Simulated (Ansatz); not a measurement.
**Ru under changes of volume**

One of the cells (13.575 Å³/atom); the others are scaled copies at fixed shape and fractional positions:

```
CELL_PARAMETERS angstrom
2.70580 0.00000 0.00000
-1.35290 2.34329 0.00000
0.00000 0.00000 4.28190
ATOMIC_POSITIONS crystal
Ru 0.66667 0.33333 0.75000
Ru 0.33333 0.66667 0.25000
```

| Property | Result |
| --- | --- |
| Program | Ansatz 0.2.0 |
| Functional | PBE |
| Dispersion | D3(BJ) |
| Potentials or basis | Ansatz PAW |
| Cutoff | 420 eV (not typed: the program's choice for these potentials) |
| k mesh | 8 × 8 × 5 |
| Occupations | fermi-dirac, width 0.02 eV |
| Spin | spin-orbit coupling, no magnetisation |

```tsv
volume (Å³/atom)	energy over the lowest point (meV/atom)	pressure (GPa)
12.760	?	?
13.032	11.83	10.8
13.303	0.00	3.3
13.575	0.29	-3.5
13.846	11.34	-9.5
14.118	31.96	-14.8
14.389	61.09	-19.5
```

What does the run at 12.760 Å³/atom give?

Energy over the lowest point 37.27 meV/atom; pressure 19.4 GPa.

Worked out: A Birch-Murnaghan fit of order 3 (a polynomial in V^(-2/3)) to the other rows has its minimum at 13.43 Å³/atom with B0 = V·E''(V) = 334 GPa and B' = 4.8 at fixed shape and positions, which overstates the stiffness. It gives 37.33 meV/atom at 12.760 Å³/atom, against the run's 37.27, and -dE/dV = 19.4 GPa, against 19.4.

Energies are extrapolated to zero smearing.

Caveats: pairwise dispersion overbinds metals, which lowers pressure and volume.
